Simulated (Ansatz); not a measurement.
**Ni: competing magnetic orders, part 1 of 3**

Aim: compare arrangements of the moments in a cell of Ni: parallel, none, and patterns of up and down. Methods of the runs shown: PAW and LAPW. Its runs: parallel moments (PAW and LAPW); no spin polarisation (PAW); moments start +- (PAW and LAPW).

This is Ni in the bcc structure; at room conditions it is fcc.

Method: DFT LDA, with the methods named in each step, in Ansatz 0.2.0.

### 1 Starting point

The structure is cubic, space group Im-3m (No. 229). The conventional cell has a = 2.767 Å, b = 2.767 Å, c = 2.767 Å, α = 90.00°, β = 90.00°, γ = 90.00°. Ni (site symmetry m-3m) has 8 Ni at 2.40 Å as nearest neighbours.

As a file:

```
Ni
1.0
    -1.38372    1.38372    1.38372
     1.38372   -1.38372    1.38372
     2.76743    2.76743    0.00000
Ni
2
Direct
  0.00000 0.00000 0.00000
  0.50000 0.50000 0.50000
```

In patterns such as +-, the signs follow the magnetic atoms in the order of the input.

Atoms are numbered in the order of the input: Ni1, Ni2.

### 2 Parallel moments, PAW

File input.yaml:

```yaml
crystal:
  lattice:
    - [-1.38371547, 1.38371547, 1.38371547]
    - [1.38371547, -1.38371547, 1.38371547]
    - [2.76743094, 2.76743094, 0.0]
  atoms:
    - { symbol: Ni, position: [0.0, 0.0, 0.0], spin: 1.5 }
    - { symbol: Ni, position: [0.5, 0.5, 0.5], spin: 1.5 }
magnetization:
  spin_polarized: true
kpoints:
  mp_grid: { grid: [13, 13, 8] }
scf:
  occupations: { method: fermi_dirac, width: 0.05 }
  lower_state_search: "off"
hamiltonian:
  xc: lda
  pseudopotentials: { kind: paw }
output:
  forces: true
  stress: true
  eigenvalues: true
  populations: true
  write_density: true
  write_potential: true
  elf: true
  volumetric_format: npy
```

Command:

```console
$ ansatz run input.yaml --threads 1 --pin off --max-ram 3072MiB --backend cpu --events-out ev --progress --plain --runs-dir out
```

Standard output:

```text
Engine: ansatz 0.2.0
Pseudopotentials: kind: paw
Pseudopotential: Ni, paw, valence charge 18, recommended cutoff 420 eV (normal)
Functional definition: SPW92
  exchange = slater_x
  correlation = pw_c
Crystal: 2 atoms, lattice volume = 21.195 Å³
Basis set: ecut = 420 eV, 395 PW (Γ)
Bands: 24, of which v1, the nominal top of the filled ones, is band 18 counted from 1 (17 counted from 0)
Symmetry: 16 space group operations
Space group: Im-3m (ITA 229), of the structure as read, at distance tolerance 2.8e-5 Å
Magnetic group: BNS 229.140 (UNI 1642), of the structure as read, at distance tolerance 2.8e-5 Å
k-points: 245 of 1352
Non-local potential: Ni, projectors of the file, l = 0: 3, l = 1: 2, l = 2: 3, l = 3: 1
PAW form: soft (Blöchl's): semilocal exchange-correlation on the pseudo side does not see the compensation charge
PAW frozen core: Ni, regenerated for the run's functional, and the local potential with it (the file was generated under x = pbe(κ = 0.804, μ = 0.2195149727645171), c = pbe(β = 0.06672455060314922))
PAW one-centre angular grid: Ni, 590 points (default); XC on 64 Gauss nodes
Initial density: superposition of atomic densities (chi_scale 0.1, normalization cell)
Starting moments: Σ|m| = 3 μB on 2 of 2 sites
Initial wavefunctions: pseudopotential atomic-orbital guess
Functional: x = slater, c = lda
iter 1 solved again at ethr=1.40e-5 eV; its pass at ethr=3.10e-3 eV (dr2=5.03e-3 eV) is discarded
SCF iter   1: F=—  HF=-11546.232395 eV  |F-HF|=—  |Δ(HF+E_count)|=         —  Δρ=8.34e-2 (↑8.12e-2 ↓8.34e-2)  dr2=5.02e-3  dr2_m=1.30e0  M=1.504 μB ∫|m|=1.607 μB  β_m=0.30  ethr=1.40e-5  ⟨swp⟩=2.1  Hψ=64617  notcnv=0
preconditioner: auto → none  [metal: Δε(μ)=0.002 eV  Ē_g=11.733 eV  σ=0.050 eV  W_gap=0.01  n_scr=6 (ndim 8)  ℏωp=36.1 eV  f_vac=0.000  D(μ)=4.15/eV (n_scr^D=82)  sad-step TF]
SCF iter   2: F=—  HF=-11546.352182 eV  |F-HF|=—  |Δ(HF+E_count)|=   1.20e-1  Δρ=7.10e-2 (↑5.94e-2 ↓7.10e-2)  dr2=1.93e-2  dr2_m=8.19e-1  M=1.408 μB ∫|m|=1.521 μB  β_m=0.30  ethr=1.40e-5  ⟨swp⟩=2.0  Hψ=21714  notcnv=0
SCF iter   3: F=—  HF=-11546.421517 eV  |F-HF|=—  |Δ(HF+E_count)|=   6.93e-2  Δρ=5.43e-2 (↑4.74e-2 ↓5.43e-2)  dr2=7.70e-3  dr2_m=4.98e-1  M=1.346 μB ∫|m|=1.463 μB  β_m=0.30  ethr=1.40e-5  ⟨swp⟩=2.2  Hψ=17567  notcnv=0
SCF iter   4: F=—  HF=-11546.464695 eV  |F-HF|=—  |Δ(HF+E_count)|=   4.32e-2  Δρ=3.99e-2 (↑3.99e-2 ↓3.84e-2)  dr2=2.57e-4  dr2_m=2.98e-1  M=1.304 μB ∫|m|=1.421 μB  β_m=0.30  ethr=1.40e-5  ⟨swp⟩=2.0  Hψ=23556  notcnv=0
SCF iter   5: F=—  HF=-11546.486756 eV  |F-HF|=—  |Δ(HF+E_count)|=   2.21e-2  Δρ=3.20e-2 (↑2.93e-2 ↓3.20e-2)  dr2=1.07e-3  dr2_m=1.82e-1  M=1.268 μB ∫|m|=1.384 μB  β_m=0.30  ethr=7.13e-7  ⟨swp⟩=2.0  Hψ=19897  notcnv=0
SCF iter   6: F=—  HF=-11546.499718 eV  |F-HF|=—  |Δ(HF+E_count)|=   1.30e-2  Δρ=2.51e-2 (↑2.27e-2 ↓2.51e-2)  dr2=7.83e-4  dr2_m=1.11e-1  M=1.243 μB ∫|m|=1.355 μB  β_m=0.30  ethr=7.13e-7  ⟨swp⟩=2.5  Hψ=19475  notcnv=0
SCF iter   7: F=—  HF=-11546.507239 eV  |F-HF|=—  |Δ(HF+E_count)|=   7.52e-3  Δρ=1.92e-2 (↑1.84e-2 ↓1.92e-2)  dr2=8.49e-5  dr2_m=6.84e-2  M=1.222 μB ∫|m|=1.332 μB  β_m=0.30  ethr=7.13e-7  ⟨swp⟩=1.5  Hψ=15055  notcnv=0
SCF iter   8: F=—  HF=-11546.511728 eV  |F-HF|=—  |Δ(HF+E_count)|=   4.49e-3  Δρ=1.55e-2 (↑1.46e-2 ↓1.55e-2)  dr2=1.15e-4  dr2_m=4.38e-2  M=1.203 μB ∫|m|=1.309 μB  β_m=0.30  ethr=2.36e-7  ⟨swp⟩=2.2  Hψ=18989  notcnv=0
Mixer restart at iter 8: flushing history
spin-set hold released at iteration 8 (site moments contracting): the magnetisation degrees of freedom join the quasi-Newton model from the next iteration; the mixer history was flushed
SCF iter   9: F=—  HF=-11546.514495 eV  |F-HF|=—  |Δ(HF+E_count)|=   2.77e-3  Δρ=1.22e-2 (↑1.21e-2 ↓1.22e-2)  dr2=8.01e-6  dr2_m=2.88e-2  M=1.186 μB ∫|m|=1.290 μB  β_m=0.51  ethr=2.36e-7  ⟨swp⟩=1.5  Hψ=15875  notcnv=0
SCF iter  10: F=—  HF=-11546.520252 eV  |F-HF|=—  |Δ(HF+E_count)|=   5.76e-3  Δρ=7.09e-3 (↑2.00e-3 ↓7.09e-3)  dr2=3.28e-3  dr2_m=3.88e-3  M=1.109 μB ∫|m|=1.202 μB  β_m=0.45  ethr=2.23e-8  ⟨swp⟩=2.6  Hψ=26840  notcnv=0  defer=1
SCF iter  11: F=—  HF=-11546.520196 eV  |F-HF|=—  |Δ(HF+E_count)|=   5.67e-5  Δρ=2.54e-3 (↑2.54e-3 ↓1.91e-3)  dr2=4.62e-5  dr2_m=9.44e-4  M=1.075 μB ∫|m|=1.165 μB  β_m=0.73  ethr=2.23e-8  ⟨swp⟩=3.1  Hψ=29483  notcnv=0  defer=4
SCF iter  12: F=—  HF=-11546.520463 eV  |F-HF|=—  |Δ(HF+E_count)|=   2.68e-4  Δρ=1.06e-3 (↑1.06e-3 ↓6.55e-4)  dr2=1.79e-5  dr2_m=1.42e-4  M=1.048 μB ∫|m|=1.132 μB  β_m=0.86  ethr=2.23e-8  ⟨swp⟩=2.2  Hψ=21231  notcnv=0  defer=6
SCF iter  13: F=—  HF=-11546.520533 eV  |F-HF|=—  |Δ(HF+E_count)|=   6.99e-5  Δρ=8.72e-5 (↑8.72e-5 ↓8.23e-5)  dr2=6.61e-7  dr2_m=8.99e-7  M=1.030 μB ∫|m|=1.108 μB  β_m=0.93  ethr=2.23e-8  ⟨swp⟩=2.1  Hψ=19704  notcnv=0  defer=6
SCF iter  14: F=—  HF=-11546.520534 eV  |F-HF|=—  |Δ(HF+E_count)|=   6.44e-7  Δρ=5.44e-5 (↑2.63e-5 ↓5.44e-5)  dr2=2.08e-7  dr2_m=9.71e-8  M=1.029 μB ∫|m|=1.107 μB  β_m=0.81  ethr=1.84e-9  ⟨swp⟩=2.4  Hψ=19907  notcnv=0  defer=6
iter 15 did not close the SCF: its close was put off for a magnetic moment that had not settled (scf_convergence_deferred on its scf_iter line)
SCF iter  15: F=-11546.520534 eV  HF=-11546.520534 eV  |F-HF|=2.71e-10  |Δ(HF+E_count)|=   8.27e-8  Δρ=9.48e-6 (↑6.07e-6 ↓9.48e-6)  dr2=2.36e-9  dr2_m=1.03e-8  M=1.029 μB ∫|m|=1.106 μB  β_m=0.85  ethr=2.78e-10  ⟨swp⟩=8.8  Hψ=72043  notcnv=0
SCF iter  16: F=-11546.520534 eV  HF=-11546.520534 eV  |F-HF|=2.36e-11  |Δ(HF+E_count)|=   3.46e-9  Δρ=1.88e-6 (↑1.71e-6 ↓1.88e-6)  dr2=1.21e-10  dr2_m=4.92e-10  M=1.029 μB ∫|m|=1.106 μB  ethr=6.57e-12  ⟨swp⟩=5.1  Hψ=59727  notcnv=0
SCF 1 converged in 16 iterations: F = -11546.520534 eV  dr2 = 1.21e-10
SCF converged after 16 iterations
Magnetization: 1.0286 μB (18.5143 up, 17.4857 down)
Absolute magnetization: 1.1070 μB (∫|ρ↑−ρ↓|, with the PAW one-centre terms)
Spin contamination: 0.0060 ħ² per cell (⟨S²⟩ above its minimum at these occupations)
Per-site moments (μB) at R_I (Å): [(0.5325840591254002, 0.9886245176193575), (0.5325840591253992, 0.9886245176193575)]
Free energy (F): -11546.520534 eV
Harris-Foulkes:  -11546.520534 eV  (|F-HF|=2.36e-11)
Internal energy: -11546.489451 eV  (E = F + TS)
E sigma→0 (E₀):  -11546.504992 eV
Entropy (-TS):   -0.031083 eV (-15.541 meV/atom)
Fermi energy:    18.168878 eV
--- Per-component energies (eV) ---
  E_band       = -554.417117
  E_kinetic    = 567.200146
  E_local      = -6794.159928  (includes V_loc(G=0)·N_el)
  E_nonlocal   = 1278.120520
  E_hartree    = 2832.696958
  E_xc         = -169.486724
  E_vxc        = -219.410314  (∫ρ·V_xc dr)
  E_paw        = -3126.512729  (= ΣΔE_a)
  E_vpaw       = -1051.563099  (= ΣTr[D̂ρ^β])
  E_aug_tail   = 0.001142  (compensation charges beyond the density's cutoff)
  E_ewald      = -6135.217077
  E_core_change = 0.868241  (= ΣΔE_core)
  E_smearing   = -0.031083  (= −TS)
  E_closure    = -0.000000  (closes the sum)
  Σ components = -11546.520534   (vs F -11546.520534, Δ=0.00e0)
--- Forces (eV/Å), atoms counted from 1 ---
  atom   1  Ni     0.00000000     0.00000000     0.00000000
  atom   2  Ni     0.00000000     0.00000000     0.00000000
  max |Σ_I F_I| component: 3.79e-29 eV/Å
--- Stress (GPa, compression-positive) ---
      -10.493036      -0.180362      -0.000000
       -0.180362     -10.493036       0.000000
        0.000000       0.000000     -10.399900
  P = ⅓ Tr σ = -10.4620 GPa (-104.620 kbar)
--- Band table (eV; the first three rows and the last of 490) ---
  k-point 0 ↑: bands = ["-84.3735", "-84.3301", "-45.2961", "-45.1296", "-45.0415", "-45.0412", "-45.0395", "-45.0382", "9.0191", "13.3999", "14.8892", "15.8567", "15.8585", "15.8589", "17.2478", "17.3229", "17.3232", "17.4861", "18.2385", "18.3627", "24.8320", "37.4384", "38.4281", "42.1097"]
  k-point 1 ↑: bands = ["-84.3718", "-84.3318", "-45.2865", "-45.1263", "-45.0514", "-45.0446", "-45.0395", "-45.0383", "9.1843", "13.3472", "14.9241", "15.8199", "15.8558", "15.9343", "17.2107", "17.2831", "17.3263", "17.4766", "17.7470", "18.1306", "25.8281", "37.6339", "38.6981", "42.1607"]
  k-point 2 ↑: bands = ["-84.3671", "-84.3365", "-45.2592", "-45.1168", "-45.0793", "-45.0542", "-45.0393", "-45.0384", "9.6703", "13.0874", "15.0245", "15.7097", "15.8378", "16.1599", "16.5936", "17.1906", "17.2157", "17.3364", "17.4511", "17.8332", "28.1024", "38.2189", "39.4923", "40.5929"]
  k-point 244 ↓: bands = ["-83.6757", "-83.6757", "-44.6415", "-44.6415", "-44.5613", "-44.5613", "-44.5212", "-44.5212", "14.6474", "14.6474", "15.1438", "15.1438", "16.7437", "16.7437", "17.3195", "17.3195", "18.7040", "18.7040", "22.6449", "22.6449", "26.4732", "26.4732", "32.1145", "32.1145"]
--- Löwdin populations: 2 sites ---
  site symbol       q [e]    m [muB]
     0     Ni     17.7816     0.5305
     1     Ni     17.7816     0.5305
  spilling = 0.012134 (of n_electrons = 36.000000)
```

It took 21 s on 1 thread of Intel Xeon 6975P-C (Granite Rapids), shared host; peak memory 0.49 GiB.

Result: total moment 1.03 μB; site moments Ni1 0.53, Ni2 0.53 μB; pressure -10.46 GPa; no gap.

Density in a lattice plane of the grid's cell (edges 2.40 and 3.91 Å, at 0.000 of the third edge), which holds Ni.

Values in e/Å³, 12 rows by 8 columns:
```
24.78 12.56  2.24  0.55  0.32  0.55  2.24 12.56
 3.24  2.03  0.69  0.34  0.26  0.34  0.69  2.03
 0.46  0.40  0.31  0.25  0.23  0.25  0.31  0.40
 0.27  0.27  0.26  0.26  0.26  0.26  0.26  0.27
 0.24  0.25  0.29  0.31  0.32  0.31  0.29  0.25
 0.24  0.26  0.31  0.35  0.34  0.35  0.31  0.26
 0.24  0.25  0.29  0.31  0.32  0.31  0.29  0.25
 0.27  0.27  0.26  0.26  0.26  0.26  0.26  0.27
 0.46  0.40  0.31  0.25  0.23  0.25  0.31  0.40
 3.24  2.03  0.69  0.34  0.26  0.34  0.69  2.03
24.78 12.56  2.24  0.55  0.32  0.55  2.24 12.56
60.50 28.49  3.94  0.74  0.34  0.74  3.94 28.49
```
Columns run along the first of these edges and rows up along the second, over one cell in 8 and 12 even steps from the bottom left corner. Atoms in the plane (fractional): Ni at (0.00, 0.00).

ELF in the same plane.

Ten even steps from '0' (0.17) to '9' (0.73):
```
87421001001247
54310001000134
22100001000012
00000011100000
00000112110000
00111111111110
11111111111111
11111111111111
11100011100011
11000001000001
11100011100011
11111111111111
11111111111111
00111111111110
00000112110000
00000011100000
22100001000012
54310001000134
87421001001247
98531001001358
```
Columns run along the first of these edges and rows up along the second, over one cell in 14 and 20 even steps from the bottom left corner. Atoms in the plane (fractional): Ni at (0.00, 0.00).

Both are smooth fields of the valence electrons: close to the nuclei they are not physical.

Spin density (up less down) in a lattice plane of the grid's cell (edges 2.40 and 3.91 Å, at 0.000 of the third edge), which holds Ni.

Ten even steps from ' ' (-0.01 e/Å³) to '@' (2.23 e/Å³):
```
**++::..              ..::++
::..                      ..
                            
                            
                            
                            
                            
                            
                            
                            
                            
                            
                            
                            
                            
                            
                            
::..                      ..
**++::..              ..::++
@@##--..              ..--##
```
Columns run along the first of these edges and rows up along the second, over one cell in 14 and 20 even steps from the bottom left corner. Atoms in the plane (fractional): Ni at (0.00, 0.00).

(Continued in part 2 of 3.)
